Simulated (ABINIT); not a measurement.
**A GW chain in ABINIT: BaO (Fm-3m)**

Aim: the G0W0 gap of BaO (Fm-3m) on LDA, step by step.

Program: ABINIT 10.8.3. Level of theory: LDA and many-body steps on it, plane waves. Results are calculated unless marked as measured.

The database entry behind the starting cell differs from later determinations by our own check (about 0.7 % short), so it need not match the best structure at ambient conditions.

### 1. Set-up

Symmetry: Fm-3m, No. 225, cubic system. Conventional cell: a = 5.500 Å, b = 5.500 Å, c = 5.500 Å, α = 90.00°, β = 90.00°, γ = 90.00°. Nearest to Ba lie 6 O at 2.75 Å. O has 6 Ba at 2.75 Å nearest. Farther neighbours and most contacts between anions are not listed.

The cell and positions come from the Crystallography Open Database and are kept as given unless a step says otherwise. Spin-orbit coupling is left out unless a step names it.

### 2. Ground state

This step: ABINIT 10.8.3; DFT, LDA, plane waves, norm-conserving pseudopotentials.

The ground-state density comes first.

run.abi reads:

```
acell 3*1.0 Angstrom
rprim 
  -0.000000000000 2.750000000000 2.750000000000
  2.750000000000 -0.000000000000 2.750000000000
  2.750000000000 2.750000000000 -0.000000000000
ntypat 2
znucl 56 8
natom 2
typat 1 2
xred 
  0.000000000000 0.000000000000 0.000000000000
  0.500000000000 0.500000000000 0.500000000000
pp_dirpath "pseudos"
pseudos "Ba.upf, O.upf"
ecut 36
ngkpt 6 6 6
nshiftk 1
shiftk 0 0 0
kptopt 1
chksymbreak 0
nband 13
occopt 1
tolvrs 1e-10
nstep 60
prtwf 0
optforces 0
optstress 0
indata_prefix "in"
outdata_prefix "out"
tmpdata_prefix "tmp"
```

The run is started by

```
OMP_NUM_THREADS=1 mpirun -n 4 abinit run.abi > log
```

Numbers of over 12 decimals in the logs are rounded to 6 here.

The program printed:

```text
.Version 10.8.3 of ABINIT. v10.8.2 released Aug 2026.

 Symmetries : space group Fm -3 m (#225); Bravais cF (face-center cubic)
================================================================================
 Values of the parameters that define the memory need of the present run
     intxc =       0    ionmov =       0      iscf =       7    lmnmax =       6
     lnmax =       6     mgfft =      40  mpssoang =       3    mqgrid =    3001
     natom =       2  nloc_mem =       1    nspden =       1   nspinor =       1
    nsppol =       1      nsym =      48    n1xccc =    2501    ntypat =       2
    occopt =       1   xclevel =       1
-    mband =          13        mffmem =           1         mkmem =           4
       mpw =        2909          nfft =       64000          nkpt =          16
================================================================================
  Rough estimation (10% accuracy) of disk space for files :
================================================================================

--------------------------------------------------------------------------------
------------- Echo of variables that govern the present computation ------------
--------------------------------------------------------------------------------
 -outvars: echo values of preprocessed input variables --------
            acell      1.8897261259E+00  1.8897261259E+00  1.8897261259E+00 Bohr

      chksymbreak           0
             ecut      3.60000000E+01 Hartree
-          fftalg         312

              ixc       -1012
              kpt      0.00000000E+00  0.00000000E+00  0.00000000E+00
                       1.66666667E-01  0.00000000E+00  0.00000000E+00
                       3.33333333E-01  0.00000000E+00  0.00000000E+00
                       5.00000000E-01  0.00000000E+00  0.00000000E+00
                       1.66666667E-01  1.66666667E-01  0.00000000E+00
                       3.33333333E-01  1.66666667E-01  0.00000000E+00
                       5.00000000E-01  1.66666667E-01  0.00000000E+00
                      -3.33333333E-01  1.66666667E-01  0.00000000E+00
                      -1.66666667E-01  1.66666667E-01  0.00000000E+00
   [... 5 further rows ...]
                      -3.33333333E-01  3.33333333E-01  1.66666667E-01
                      -3.33333333E-01  5.00000000E-01  1.66666667E-01
         kptrlatt        6    0    0      0    6    0      0    0    6
          kptrlen      4.40958592E+01
P           mkmem           4
            natom           2
            nband          13
            ngfft          40      40      40
             nkpt          16
            nstep          60
             nsym          48
           ntypat           2
              occ      2.000000  2.000000  2.000000  2.000000  2.000000  2.000000
                       2.000000  2.000000  0.000000  0.000000  0.000000  0.000000
                       0.000000
        optforces           0
        optstress           0
            prtwf           0
            rprim     -0.0000000000E+00  2.7500000000E+00  2.7500000000E+00
[...]
spgroup         225

           tolvrs      1.00000000E-10

             xred      0.0000000000E+00  0.0000000000E+00  0.0000000000E+00
[...]
znucl       56.00000    8.00000

================================================================================

 chkinp: Checking input parameters for consistency.

================================================================================
== DATASET  1 ==================================================================
-   mpi_nproc: 4, omp_nthreads: 1 (-1 if OMP is not activated)

--- !DatasetInfo
iteration_state: {dtset: 1, }
dimensions: {natom: 2, nkpt: 16, mband: 13, nsppol: 1, nspinor: 1, nspden: 1, mpw: 2909, }
cutoff_energies: {ecut:  36.0, pawecutdg:  -1.0, }
electrons: {nelect:   1.60000000E+01, charge:   0.00000000E+00, occopt:   1.00000000E+00, tsmear:   1.00000000E-02, }

 Real(R)+Recip(G) space primitive vectors, cartesian coordinates (Bohr,Bohr^-1):
 R(1)=  0.0000000  5.1967468  5.1967468  G(1)= -0.0962140  0.0962140  0.0962140
 R(2)=  5.1967468  0.0000000  5.1967468  G(2)=  0.0962140 -0.0962140  0.0962140
 R(3)=  5.1967468  5.1967468  0.0000000  G(3)=  0.0962140  0.0962140 -0.0962140
 Unit cell volume ucvol=  2.8068854E+02 bohr^3
 Angles (23,13,12)=  6.00000000E+01  6.00000000E+01  6.00000000E+01 degrees

 getcut: wavevector=  0.0000  0.0000  0.0000  ngfft=  40  40  40
         ecut(hartree)=     36.000   => boxcut(ratio)=   2.01510

--- Pseudopotential description ------------------------------------------------
- Ba Generated using ONCVPSP code by D. R. Hamann
- 56.00000  10.00000  180309                  znucl, zion, pspdat
12 -1012 2 -1 1912                            pspcod,pspxc,lmax,lloc,mmax
     nproj     2     2     2
  pspatm : epsatm=   25.95172157
         --- l  ekb(1:nproj) -->
[...]
pspatm: atomic psp has been read  and splines computed

- O Generated using ONCVPSP code by D. R. Hamann
-  8.00000   6.00000  201201                  znucl, zion, pspdat
12 -1012 2 -1 926                             pspcod,pspxc,lmax,lloc,mmax
     nproj     2     2     1
  pspatm : epsatm=    6.27558587
         --- l  ekb(1:nproj) -->
[...]
1   -4.798959   -1.172522
             2   -1.033686
 pspatm: atomic psp has been read  and splines computed

   5.15636919E+02                                ecore*ucvol(ha*bohr**3)
--------------------------------------------------------------------------------

_setup2: Arith. and geom. avg. npw (full set) are    2900.005    2899.988

================================================================================

--- !BeginCycle
iteration_state: {dtset: 1, }
solver: {iscf: 7, nstep: 60, nline: 4, wfoptalg: 0, }
tolerances: {tolvrs: 1.00E-10, }

     iter   Etot(hartree)      deltaE(h)  residm     vres2
 ETOT  1  -44.552317118835    -4.455E+01 6.892E-02 1.083E+03
 ETOT  2  -43.871688508275     6.806E-01 6.182E-03 3.543E+03
 ETOT  3  -44.750051378876    -8.784E-01 1.753E-02 1.521E+02
 ETOT  4  -44.785994814306    -3.594E-02 3.965E-03 3.769E+00
 ETOT  5  -44.787074140366    -1.079E-03 2.748E-03 6.982E-02
 ETOT  6  -44.787072792815     1.348E-06 2.815E-03 7.621E-02
 ETOT  7  -44.787084689086    -1.190E-05 3.617E-04 5.049E-04
 ETOT  8  -44.787084863858    -1.748E-07 2.068E-04 1.613E-05
 ETOT  9  -44.787084870836    -6.978E-09 6.226E-05 8.412E-07
 ETOT 10  -44.787084870997    -1.615E-10 7.589E-05 1.443E-09
 ETOT 11  -44.787084870998    -6.395E-14 2.489E-05 3.318E-11

 At SCF step   11       vres2   =  3.32E-11 < tolvrs=  1.00E-10 =>converged.

--- !ResultsGS
iteration_state: {dtset: 1, }
comment   : Summary of ground state results
lattice_vectors:
- [ -0.0000000,   5.1967468,   5.1967468, ]
- [  5.1967468,  -0.0000000,   5.1967468, ]
- [  5.1967468,   5.1967468,  -0.0000000, ]
lattice_lengths: [   7.34931,    7.34931,    7.34931, ]
lattice_angles: [ 60.000,  60.000,  60.000, ] # degrees, (23, 13, 12)
lattice_volume:   2.8068854E+02
convergence: {deltae: -6.395E-14, res2:  3.318E-11, residm:  2.489E-05, diffor:  0.000E+00, }
etotal    :  -4.47870849E+01
entropy   :   0.00000000E+00
fermie    :   2.00147958E-01
cartesian_stress_tensor: null
pressure_GPa: null
xred      :
- [  0.0000E+00,   0.0000E+00,   0.0000E+00, Ba]
- [  5.0000E-01,   5.0000E-01,   5.0000E-01,  O]
cartesian_forces: null
force_length_stats: {min: null, max: null, mean: null, }

 Integrated electronic density in atomic spheres:
 ------------------------------------------------
 Atom  Sphere_radius  Integrated_density
    1        2.00000          5.29230545
    2        2.00000          6.04689360
================================================================================

 ----iterations are completed or convergence reached----

 Mean square residual over all n,k,spin=   13.592E-08; max=  24.892E-06
 reduced coordinates (array xred) for    2 atoms
       0.000000000000      0.000000000000      0.000000000000
       0.500000000000      0.500000000000      0.500000000000
 rms dE/dt=  0.0000E+00; max dE/dt=  0.0000E+00; dE/dt below (all hartree)
    1       0.000000000000      0.000000000000      0.000000000000
    2       0.000000000000      0.000000000000      0.000000000000

 cartesian coordinates (angstrom) at end:
    1      0.000000     0.000000     0.000000
    2      2.750000     2.750000     2.750000
 length scales=  1.889726125908  1.889726125908  1.889726125908 bohr
              =  1.000000000000  1.000000000000  1.000000000000 angstroms
 prteigrs : about to open file out_EIG
 Fermi (or HOMO) energy (hartree) =   0.20015   Average Vxc (hartree)=  -0.38291
 Eigenvalues (hartree) for nkpt=  16  k points:
 kpt#   1, nband= 13, wtk=  0.00463, kpt=  0.0000  0.0000  0.0000 (reduced coord)
  -0.74914   -0.34096   -0.17546   -0.17546   -0.17546    0.18349    0.18349    0.18349
   0.32599    0.37068    0.37068    0.37068    0.45780
 prteigrs : prtvol=0 or 1, do not print more k-points.

--- !EnergyTerms
iteration_state     : {dtset: 1, }
comment             : Components of total free energy in Hartree
kinetic             :  1.75390228265098E+01
hartree             :  7.07563962521190E+00
xc                  : -1.08359486468419E+01
Ewald energy        : -3.62875665574323E+01
psp_core            :  1.83704301511493E+00
local_psp           : -2.50300405908424E+01
non_local_psp       :  9.14765457282376E-01
total_energy        : -4.47870848709976E+01
total_energy_eV     : -1.21871866525625E+03
band_energy         : -2.36862249590979E+00

== END DATASET(S) ==============================================================
================================================================================

 -outvars: echo values of variables after computation  --------
           etotal     -4.4787084871E+01
            nband          13
             nkpt          16
          spgroup         225
 [... the other variables as echoed above ...]

 Calculation completed.
```

Run time: 7.7 s. Hardware: 4 MPI ranks of Arm Neoverse V1, shared host; peak memory 0.28 GiB.

This step gave:

```
total energy               : -1218.7187 eV
gap                        : 1.801 eV
k of the valence top       : 0.5, 0.5, 0
k of the conduction bottom : 0.5, 0.5, 0
least direct gap           : 1.801 eV
```

The gap is direct, at (0.500, 0.500, 0.000).

[end of part 1 of 3]

[Paths, hosts, dates, memory and timing lines, banners, echoed tables and standing remarks are left out of the program output.]

[Logs are printed without paths, hosts, clocks, repeated set-up lines and the standing remarks that a program may print on its own settings, such as how far it seeks lower states.]

[Runs of the session that timed out or met a known fault of the program may be left out.]

[Hosts, paths, dates, database ids (printed as entryN), source tags and the programs' standing remarks are cut or masked in the printed files.]

[G0W0 gaps are taken among the corrected bands and points alone; a level outside them can change the order at an edge.]

[Where Ansatz stands beside ABINIT at settings called matched, ABINIT's density can come from a denser mesh and the files from another edition; pairs whose starting gaps differed by over 0.03 eV were left out, so agreement reads better than it is.]
